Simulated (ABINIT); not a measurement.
A run of ABINIT 10.8.3 (patched build) is set up as follows.

Contents of run.abi:

```
# Pseudopotentials
pp_dirpath "./"
pseudos "W.upf, Si.upf"

# Structure
acell 3*1.0
rprim
    -3.0084722040     3.0084722040     7.3342988323
     3.0084722040    -3.0084722040     7.3342988323
     3.0084722040     3.0084722040    -7.3342988323
ntypat 2
znucl 74 14
natom 3
typat 1 2 2
xred
     0.0000000000     0.0000000000     0.0000000000
     0.6651960800     0.6651960800     0.0000000000
     0.3348039200     0.3348039200     0.0000000000
chkprim 0
chksymtnons 0
tolsym 1.0e-6

# Plane-wave basis
ecut 952.398519 eV

# k points
kptopt 1
ngkpt 9 9 9
nshiftk 1
shiftk 0.0 0.0 0.0

# Exchange and correlation
ixc 7

# Bands and occupations
nband 15
occopt 3
tsmear 0.05 eV

# SCF cycle
nstep 100
tolvrs 1.0e-10

# Output
iomode 3
prtwf 0
prtden 0
prteig 0
prtebands 0
```

Potentials or basis: PseudoDojo NC SR LDA v0.4.1 standard.

Command:

```bash
$ abinit run.abi > log 2>&1
```

Q: What does it give for the pressure?

A: 0.0 GPa.

Q: Predict the band gap on the k mesh.

A: None (metal or under the smearing width).

The run has no spin-orbit coupling, so splittings on W are missing.
